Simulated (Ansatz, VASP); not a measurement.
# Cross-check of MoP2SeS between VASP and Ansatz

Wanted: the spread between two codes on one cell, functional and k mesh. The cell is generated by rule, not measured, and may not be a known phase. The cell is taken from a series of runs on this material, whose earlier steps may have relaxed, scaled, displaced or heated it; both programs get it as it stands.

Main program and level: Ansatz 0.2.0; plane waves, with VASP 6.6.1 beside it; single point at PBE and single point at PBE, spin-orbit coupling.

The structure was built from a prototype and need not be the compound's stable phase.

### 1. The structure

The structure is trigonal, space group P3m1 (No. 156). Conventional cell: a = 3.225 Å, b = 3.225 Å, c = 11.130 Å, α = 90.00°, β = 90.00°, γ = 120.00°. Nearest to Mo lie 3 S at 2.41 Å and 3 Se at 2.53 Å. S has 3 Mo at 2.41 Å nearest. Nearest to Se lie 3 Mo at 2.53 Å. Nearest to P lie 3 P at 2.24 Å. P has 3 P at 2.24 Å nearest. Farther neighbours and most contacts between anions are not listed.

Coordinates:

```cif
data_structure
_symmetry_space_group_name_H-M 'P 1'
_symmetry_Int_Tables_number 1
_cell_length_a 3.2246
_cell_length_b 3.2246
_cell_length_c 11.1299
_cell_angle_alpha 90.000
_cell_angle_beta 90.000
_cell_angle_gamma 120.000
_cell_volume 100.22
loop_
_atom_site_label
_atom_site_type_symbol
_atom_site_fract_x
_atom_site_fract_y
_atom_site_fract_z
_atom_site_occupancy
Mo1 Mo 0.33333 0.66667 0.31681 1
S2 S 0.66667 0.33333 0.45433 1
Se3 Se 0.66667 0.33333 0.16352 1
P4 P 0.66667 0.33333 0.82997 1
P5 P 0.33333 0.66667 0.71761 1
```

### 2. VASP: single point, PBE, pair 1

With cell and atoms fixed, the geometry can't cause a difference; cores, projectors, grids and the points listed under the comparison can.

Lines of VASP's logs that name or quote its potential files are left out, and so is its time.

File INCAR:

```
SYSTEM = MoP2SeS
PREC = Accurate
ENCUT = 500
EDIFF = 1E-06
NELM = 120
ISMEAR = 0
SIGMA = 0.01
LREAL = .FALSE.
ALGO = Normal
GGA = PE
NBANDS = 24
LASPH = .TRUE.
LORBIT = 11
LWAVE = .FALSE.
LCHARG = .FALSE.
ISIF = 2
GGA_COMPAT = .FALSE.
EFERMI = MIDGAP
KPAR = 2
```

File POSCAR:

```
MoP2SeS
1.0
    3.2245723348      0.0000000000      0.0000000000
   -1.6122861674      2.7925615582      0.0000000000
    0.0000000000      0.0000000000     11.1299466039
Mo S Se P
1 1 1 2
Direct
    0.3333333333      0.6666666667      0.3168091906
    0.6666666666      0.3333333334      0.4543333109
    0.6666666666      0.3333333334      0.1635179818
    0.6666666666      0.3333333334      0.8299662932
    0.3333333333      0.6666666667      0.7176136603
```

File KPOINTS:

```
Automatic mesh
0
Gamma
12 12 2
0 0 0
```

The projector-augmented-wave data sets are Mo_sv, S, Se and P (PBE family, release 64).

Launch:

```bash
mpirun -np 2 vasp_std
```

Numbers of over 12 decimals in the logs are rounded to 6 here.

The program printed:

```text
[banner, memory and clock lines left out]
running    2 mpi-ranks, on    1 nodes
 distrk:  each k-point on    1 cores,    2 groups
 distr:  one band on    1 cores,    1 groups

 POSCAR found type information on POSCAR MoS SeP
 POSCAR found :  4 types and       5 ions
 LDA part: xc-table for (Slater+PW92), standard interpolation
 POSCAR, INCAR and KPOINTS ok, starting setup
 FFT: planning ... GRIDC
 FFT: planning ... GRID_SOFT
 FFT: planning ... GRID
 WAVECAR not read
 entering main loop
       N       E                     dE             d eps       ncg     rms          rms(c)
DAV:   1     0.205573683951E+03    0.20557E+03   -0.18806E+04  2136   0.131E+03
DAV:   2    -0.219001039499E+02   -0.22747E+03   -0.22088E+03  2296   0.287E+02
DAV:   3    -0.326585444308E+02   -0.10758E+02   -0.10652E+02  2416   0.571E+01
DAV:   4    -0.328379351882E+02   -0.17939E+00   -0.17921E+00  2160   0.801E+00
DAV:   5    -0.328425280484E+02   -0.45929E-02   -0.45905E-02  2472   0.116E+00    0.221E+01
DAV:   6    -0.319063415725E+02    0.93619E+00   -0.63494E+00  2032   0.168E+01    0.868E+00
DAV:   7    -0.317022940453E+02    0.20405E+00   -0.35023E+00  1952   0.118E+01    0.585E+00
DAV:   8    -0.315032908018E+02    0.19900E+00   -0.54887E-01  1960   0.529E+00    0.185E+00
DAV:   9    -0.315056515923E+02   -0.23608E-02   -0.66398E-02  2296   0.142E+00    0.886E-01
DAV:  10    -0.315019784317E+02    0.36732E-02   -0.16316E-02  2184   0.909E-01    0.177E-01
DAV:  11    -0.315021092075E+02   -0.13078E-03   -0.12862E-03  2456   0.216E-01    0.654E-02
DAV:  12    -0.315021052243E+02    0.39832E-05   -0.24505E-04  2240   0.939E-02    0.297E-02
DAV:  13    -0.315021179970E+02   -0.12773E-04   -0.13312E-04  2392   0.704E-02    0.149E-02
DAV:  14    -0.315021232241E+02   -0.52272E-05   -0.32416E-05  2336   0.291E-02    0.907E-03
DAV:  15    -0.315021241485E+02   -0.92435E-06   -0.34382E-06  2104   0.929E-03
   1 F= -.31502124E+02 E0= -.31502124E+02  d E =0.000000E+00
```

OUTCAR, selected parts (step 2):

```text
ion  position               nearest neighbor table
   1  0.333  0.667  0.317-   2 2.41   2 2.41   2 2.41   3 2.53   3 2.53   3 2.53
   2  0.667  0.333  0.454-   1 2.41   1 2.41   1 2.41
   3  0.667  0.333  0.164-   1 2.53   1 2.53   1 2.53
   4  0.667  0.333  0.830-   5 2.24   5 2.24   5 2.24
   5  0.333  0.667  0.718-   4 2.24   4 2.24   4 2.24

  LATTYP: Found a hexagonal cell.
 ALAT       =     3.2245723348
 C/A-ratio  =     3.4516039488

 Subroutine GETGRP returns: Found  6 space group operations
 (whereof  6 operations were pure point group operations)

The static configuration has the point symmetry C_3v.

 Found     38 irreducible k-points:

   k-points           NKPTS =     38   k-points in BZ     NKDIM =     38   number of bands    NBANDS=     24

   dimension x,y,z NGX =    24 NGY =   24 NGZ =   84
   dimension x,y,z NGXF=    48 NGYF=   48 NGZF=  168

   ENCUT  =  500.0 eV  36.75 Ry    6.06 a.u.   5.88  5.88 20.29*2*pi/ulx,y,z

   NELECT =      36.0000    total number of electrons

 k-points in reciprocal lattice and weights: Automatic mesh
   0.00000000  0.00000000  0.00000000       0.003
   0.08333333  0.00000000  0.00000000       0.021
   0.16666667  0.00000000  0.00000000       0.021
   0.25000000 -0.00000000  0.00000000       0.021
   0.33333333  0.00000000  0.00000000       0.021
   0.41666667  0.00000000  0.00000000       0.021
   0.50000000 -0.00000000  0.00000000       0.010
   0.08333333  0.08333333  0.00000000       0.021
   0.16666667  0.08333333  0.00000000       0.042
[...]
0.33333333  0.25000000  0.50000000       0.042
   0.33333333  0.33333333  0.50000000       0.007

 average (electrostatic) potential at core
       1 -76.0185       2 -85.7816       3 -52.5611       4 -82.9766       5 -82.9972

 E-fermi :   6.5406

 k-point     1 :       0.0000    0.0000    0.0000
  band No.  band energies     occupation
    ...
     14       4.3552      2.00000
     15       4.3552      2.00000
     16       5.1378      2.00000
     17       5.1378      2.00000
     18       6.2186      2.00000
     19       8.3368      0.00000
     20       8.3368      0.00000
     21       8.7301      0.00000
     22       8.7301      0.00000
     23       9.1572      0.00000
    ...

 k-point     2 :       0.0833    0.0000    0.0000
  band No.  band energies     occupation
    ...
     14       4.2204      2.00000
     15       4.2525      2.00000
     16       4.5058      2.00000
     17       4.8696      2.00000
     18       6.0883      2.00000
     19       8.1919      0.00000
     20       8.4040      0.00000
     21       8.4110      0.00000
     22       8.6785      0.00000
     23       8.8749      0.00000
    ...

 k-point     3 :       0.1667    0.0000    0.0000
  band No.  band energies     occupation
    ...
     14       3.9989      2.00000
     15       4.2983      2.00000
     16       4.3563      2.00000
     17       4.5536      2.00000
     18       5.6547      2.00000
     19       7.7855      0.00000
     20       8.1209      0.00000
     21       8.1926      0.00000
     22       8.3242      0.00000
     23       8.9352      0.00000
    ...

  Total        1.9513459      1.9513459      1.8810756     -0.0000000     -0.0000000      0.0000000
  in kB       31.1944179     31.1944179     30.0710692     -0.0000000     -0.0000000      0.0000000
  external PRESSURE =      30.8199684 kB  Pullay stress =       0.0000000 kB

  energy-cutoff  :      500.00
  volume of cell :      100.22
      direct lattice vectors                 reciprocal lattice vectors
     3.224572335  0.000000000  0.000000000     0.310118644  0.179047083  0.000000000
    -1.612286167  2.792561558  0.000000000     0.000000000  0.358094165  0.000000000
     0.000000000  0.000000000 11.129946604     0.000000000  0.000000000  0.089847691

 POSITION                                       TOTAL-FORCE (eV/Angst)
 -----------------------------------------------------------------------------------
     -0.00000      1.86171      3.52607         0.000000     -0.000000      0.021775
      1.61229      0.93085      5.05671        -0.000000      0.000000     -0.011315
      1.61229      0.93085      1.81995        -0.000000      0.000000     -0.071462
      1.61229      0.93085      9.23748         0.000000      0.000000     -0.091446
     -0.00000      1.86171      7.98700         0.000000      0.000000      0.152449
 -----------------------------------------------------------------------------------
    total drift:                                0.000001     -0.000000     -0.000127

  FREE ENERGIE OF THE ION-ELECTRON SYSTEM (eV)
  ---------------------------------------------------
  free  energy   TOTEN  =       -31.5021241485 eV

  energy  without entropy=      -31.5021241485  energy(sigma->0) =      -31.50212415

 total charge
# of ion       s       p       d       tot
------------------------------------------
    1        2.282   6.202   3.950  12.434
    2        1.362   2.340   0.000   3.702
    3        1.484   2.331   0.065   3.880
    4        1.095   1.373   0.000   2.468
    5        1.100   1.362   0.000   2.461
--------------------------------------------------
tot          7.322  13.607   4.015  24.945

[... 3 further parts left out ...]
```

This run has no spin polarisation, so a moment on Mo, if there is one, isn't seen.

### 3. Ansatz: single point, PBE, pair 1

Ansatz runs on its PAW soft_1 files.

The same cell, functional and mesh now go to Ansatz, which takes its cutoff from its data sets.

File input.yaml:

```yaml
crystal:
  lattice:
    - [3.2245723348, 0.0, 0.0]
    - [-1.6122861674, 2.7925615582, 0.0]
    - [0.0, 0.0, 11.1299466039]
  atoms:
    - { symbol: Mo, position: [0.3333333333, 0.6666666667, 0.3168091906] }
    - { symbol: S, position: [0.6666666667, 0.3333333333, 0.4543333109] }
    - { symbol: Se, position: [0.6666666667, 0.3333333333, 0.1635179818] }
    - { symbol: P, position: [0.6666666667, 0.3333333333, 0.8299662932] }
    - { symbol: P, position: [0.3333333333, 0.6666666667, 0.7176136603] }
kpoints:
  mp_grid: { grid: [12, 12, 2] }
hamiltonian:
  xc: pbe
  pseudopotentials: { kind: paw, azcp: { folder: soft_1 } }
scf:
  occupations: { method: fixed }
  n_extra_bands: 5
output:
  eigenvalues: true
  forces: true
  stress: true
  band_densities: [{ e_range: [-0.08, 0] }, { e_range: [0.58, 0.71] }]
  volumetric_format: npy
```

Launch:

```bash
ansatz run input.yaml --threads 3 --pin off --max-ram 92160MiB --backend cuda --events-out ev --progress --plain --runs-dir out --devices 1 --max-vram 13GiB
```

The program printed:

```text
scf.n_extra_bands = 5 over 23 filled bands (N_el = 46.0): the run solves 28 bands
GPUs: using 1 of 1 available (devices: 1).
Engine: ansatz 0.2.0, x86_64-unknown-linux-gnu
Pseudopotentials: kind: paw
Pseudopotential: Mo, paw, valence charge 14, recommended cutoff 420 eV (normal), soft_1/Mo.paw.azcp
Pseudopotential: S, paw, valence charge 6, recommended cutoff 420 eV (normal), soft_1/S.paw.azcp
Pseudopotential: Se, paw, valence charge 16, recommended cutoff 420 eV (normal), soft_1/Se.paw.azcp
Pseudopotential: P, paw, valence charge 5, recommended cutoff 420 eV (normal), soft_1/P.paw.azcp
Functional definition: PBE
  parameter kappa = 0.804
  parameter beta = 0.066725
  exchange = pbe_x(kappa = kappa, mu = beta*pi^2/3)
  correlation = pbe_c(beta = beta)
device memory: the entry about to start is reckoned to put 2.3 GiB on a device that reports 29.6 GiB free (of which the cap on the GPU budget leaves the run 13.0 GiB)
GPU FFT provider: cuFFT
GPU libraries: cuBLAS 13.8.2, cuFFT 12.4.0, cuSOLVER 12.3.4
Crystal: 5 atoms, lattice volume = 100.223 Å³
Basis set: ecut = 420 eV, 1993 PW (Γ), exchange–correlation on 48×48×150 points (8 copies of the dense FFT grid, shifted against one another)
Bands: 28, of which v1, the nominal top of the filled ones, is band 23 counted from 1 (22 counted from 0)
Symmetry: 6 space group operations
Space group: P3m1 (ITA 156), of the structure as read, at distance tolerance 4.6e-5 Å
k-points: 38 of 288 (time reversal used)
Non-local potential: Mo, projectors of the file, l = 0: 3, l = 1: 2, l = 2: 2, l = 3: 1
Non-local potential: S, projectors of the file, l = 0: 2, l = 1: 2, l = 2: 1
Non-local potential: Se, projectors of the file, l = 0: 2, l = 1: 2, l = 2: 3, l = 3: 1
Non-local potential: P, projectors of the file, l = 0: 2, l = 1: 2, l = 2: 1
PAW form: soft (Blöchl's): semilocal exchange-correlation on the pseudo side does not see the compensation charge
PAW one-centre angular grid: Mo, 590 points (default); XC on 64 Gauss nodes
PAW one-centre angular grid: S, 110 points (default); XC on 64 Gauss nodes
PAW one-centre angular grid: Se, 590 points (default); XC on 64 Gauss nodes
PAW one-centre angular grid: P, 110 points (default); XC on 64 Gauss nodes
Initial density: superposition of atomic densities (chi_scale 0.1, normalization cell), built separately for each of the 2 bonded fragments (scf.initial_density.interfragment_charge_transfer: auto; true builds it for the cell as a whole; a typed value also counts as a typed key of the start: scf.initial_density.chi_scale says what that changes, if anything)
Initial wavefunctions: pseudopotential atomic-orbital guess
GPU buffer pool allocated for 43200 grid points (all kernels)
GPU transforms: local potential and band sums: pruned to the plane-wave sphere, on 24×24×75
Functional: x = pbe(κ = 0.804, μ = 0.219515), c = pbe(β = 0.066725)
SCF iter   1: F=—  HF=-12841.755486 eV  |F-HF|=—  |Δ(HF+E_count)|=         —  Δρ=4.44e-2  dr2=4.67e0  ethr=3.10e-3  ⟨swp⟩=5.0  Hψ=4485  notcnv=0  defer=93
preconditioner: auto → Resta (q_TF=auto, 2.396 Å⁻¹)  ε∞=6.8  [insulator: Δε(μ)=0.403 eV  Ē_g=8.161 eV  n_scr=26 (ndim 8)  ℏωp=19.6 eV  f_vac=0.034  ε∞_Penn≈6.8]
SCF iter   2: F=—  HF=-12840.978196 eV  |F-HF|=—  |Δ(HF+E_count)|=   7.77e-1  Δρ=2.41e-2  dr2=9.78e-1  ethr=3.10e-3  ⟨swp⟩=2.7  Hψ=1858  notcnv=0  defer=92
SCF iter   3: F=—  HF=-12840.761862 eV  |F-HF|=—  |Δ(HF+E_count)|=   2.16e-1  Δρ=8.05e-3  dr2=1.53e-1  ethr=2.13e-3  ⟨swp⟩=2.3  Hψ=1534  notcnv=0  defer=88
SCF iter   4: F=—  HF=-12840.739923 eV  |F-HF|=—  |Δ(HF+E_count)|=   2.19e-2  Δρ=2.37e-3  dr2=1.22e-2  ethr=3.33e-4  ⟨swp⟩=3.3  Hψ=2255  notcnv=0  defer=108
SCF iter   5: F=—  HF=-12840.741122 eV  |F-HF|=—  |Δ(HF+E_count)|=   1.20e-3  Δρ=1.04e-3  dr2=1.91e-3  ethr=2.66e-5  ⟨swp⟩=3.6  Hψ=1866  notcnv=0  defer=114
SCF iter   6: F=—  HF=-12840.741801 eV  |F-HF|=—  |Δ(HF+E_count)|=   6.79e-4  Δρ=7.72e-4  dr2=1.74e-3  ethr=4.16e-6  ⟨swp⟩=2.2  Hψ=1920  notcnv=0  defer=114
SCF iter   7: F=—  HF=-12840.741855 eV  |F-HF|=—  |Δ(HF+E_count)|=   5.37e-5  Δρ=2.80e-4  dr2=1.64e-4  ethr=3.77e-6  ⟨swp⟩=2.1  Hψ=1400  notcnv=0  defer=114
SCF iter   8: F=—  HF=-12840.741904 eV  |F-HF|=—  |Δ(HF+E_count)|=   4.85e-5  Δρ=8.10e-5  dr2=1.02e-5  ethr=3.57e-7  ⟨swp⟩=2.0  Hψ=1848  notcnv=0  defer=111
SCF iter   9: F=—  HF=-12840.742005 eV  |F-HF|=—  |Δ(HF+E_count)|=   1.01e-4  Δρ=3.41e-5  dr2=2.71e-6  ethr=2.21e-8  ⟨swp⟩=2.1  Hψ=1884  notcnv=0  defer=107
SCF iter  10: F=—  HF=-12840.742008 eV  |F-HF|=—  |Δ(HF+E_count)|=   3.17e-6  Δρ=1.26e-5  dr2=3.76e-7  ethr=5.90e-9  ⟨swp⟩=2.0  Hψ=1537  notcnv=0  defer=107
SCF iter  11: F=-12840.742008 eV  HF=-12840.742008 eV  |F-HF|=4.91e-9  |Δ(HF+E_count)|=   2.26e-7  Δρ=4.40e-6  dr2=3.16e-8  ethr=2.17e-10  ⟨swp⟩=14.5  Hψ=6412  notcnv=0
SCF 1 converged in 11 iterations: F = -12840.742008 eV  dr2 = 3.16e-8
  greatest PAW one-centre occupation: 1.000 electrons in one spin orbital (limit 2), on the Se atom at site 2 (counted from 0), in its partial waves of l = 2
SCF converged after 11 iterations
Free energy (F): -12840.742008 eV
Harris-Foulkes:  -12840.742008 eV  (|F-HF|=4.91e-9)
Internal energy: -12840.742008 eV  (E = F + TS)
E sigma→0 (E₀):  -12840.742008 eV
Fermi energy:    9.238058 eV
--- Per-component energies (eV) ---
  E_band       = -559.692555
  E_kinetic    = 776.628833
  E_local      = -7988.317576  (includes V_loc(G=0)·N_el)
  E_nonlocal   = -106.035250
  E_hartree    = 3822.876954
  E_xc         = -496.339517
  E_vxc        = -515.297689  (∫ρ·V_xc dr)
  E_paw        = -7066.548585  (= ΣΔE_a)
  E_vpaw       = -372.424176  (= ΣTr[D̂ρ^β])
  E_aug_tail   = -0.000328  (compensation charges beyond the density's cutoff)
  E_ewald      = -1783.006539
  E_smearing   = -0.000000  (= −TS)
  E_closure    = -0.000000  (closes the sum)
  Σ components = -12840.742008   (vs F -12840.742008, Δ=0.00e0)
--- Forces (eV/Å), atoms counted from 1 ---
  atom   1  Mo    -0.00000000     0.00000000    -0.02225517
  atom   2  S      0.00000000    -0.00000000    -0.00144285
  atom   3  Se    -0.00000000    -0.00000000    -0.03594491
  atom   4  P      0.00000000     0.00000000     0.00725084
  atom   5  P      0.00000000    -0.00000000     0.05227291
  max |Σ_I F_I| component: 1.19e-4 eV/Å
--- Stress (GPa, compression-positive) ---
        3.202914      -0.000000       0.000000
       -0.000000       3.202914      -0.000000
        0.000000       0.000000       3.125195
  P = ⅓ Tr σ = 3.1770 GPa (31.770 kbar)
--- Band table (eV; the first three rows and the last of 38) ---
  k-point 0: bands = [... 19 lower, 7.3666, 8.1185, 8.1185, 9.2381, 11.3504, 11.3504, 11.7336, 11.7336, ... 1 higher]
  k-point 1: bands = [... 19 lower, 8.1194, 8.1194, 8.1345, 9.0139, 11.3516, 11.3516, 11.7259, 11.7259, ... 1 higher]
  k-point 2: bands = [... 19 lower, 7.2632, 7.5137, 7.8509, 9.1085, 11.2014, 11.4109, 11.4250, 11.6815, ... 1 higher]
  k-point 37: bands = [... 19 lower, 6.2653, 6.3870, 6.4148, 8.4960, 10.0138, 10.1719, 11.2918, 11.9077, ... 1 higher]
--- Band densities, each state counted as filled ---
  window                                       electrons  max residual (eV)  cut levels
  e_range: [-0.08, 0]                           0.006944             2.3e-6           0
  e_range: [0.58, 0.71]                         0.055556             3.3e-4           0
```

The run ends at a pressure of 3.18 GPa, with forces up to 0.052 eV/Å.

### 4. Comparison

Known differences besides the potentials themselves: fixed occupations in Ansatz, narrow Gaussian smearing in VASP; the data sets hold 46 valence electrons in Ansatz (on its PAW soft_1 files) and 36 in VASP; the cutoff is 420 eV in Ansatz and 500 eV in VASP. Total energies have different zeros and are not compared.

Both answers:

| quantity | Ansatz | VASP | difference |
| --- | --- | --- | --- |
| pressure (GPa) | 3.18 | 3.08 | +0.10 |
| gap on the k mesh (eV) | 0.627 | 0.644 | -0.017 |

Forces (eV/Å; atoms numbered as in POSCAR):

| atom | Ansatz x, y, z | VASP x, y, z |
| --- | --- | --- |
| Mo1 | 0.000, 0.000, -0.022 | 0.000, 0.000, 0.022 |
| S2 | 0.000, 0.000, -0.001 | 0.000, 0.000, -0.011 |
| Se3 | 0.000, 0.000, -0.036 | 0.000, 0.000, -0.071 |
| P4 | 0.000, 0.000, 0.007 | 0.000, 0.000, -0.091 |
| P5 | 0.000, 0.000, 0.052 | 0.000, 0.000, 0.152 |

The forces differ by 39 meV/Å r.m.s., which is 78.6 % of the r.m.s. force of 0.050 eV/Å (both taken over all components). A gap on the mesh is an upper bound, since the band edges may lie between its points.

### 5. Further runs

Further runs change the set-up of one program: Ansatz's method, potentials or start, or VASP's data sets, cutoff or form of LDA. The table gives Ansatz less VASP for each quantity, since a change that brings one quantity closer may part another.

| run | r.m.s. force difference (meV/Å) | pressure (GPa) | gap on the k mesh (eV) |
| --- | --- | --- | --- |
| as above | 39 | 0.095 | -0.017 |
| VASP with the data sets Mo, S, Se_sv_GW and P and a cutoff of 620 eV | 39 | 0.63 | -0.024 |

(Continued in part 2 of 2.)

[Lines on the potential files, build, host, timing and source positions are cut from VASP's logs without a mark.]

[Logs are printed without paths, hosts, clocks, repeated set-up lines and the standing remarks that a program may print on its own settings, such as how far it seeks lower states.]

[Hosts, paths, dates, database ids (printed as entryN), source tags and the programs' standing remarks are cut or masked in the printed files.]
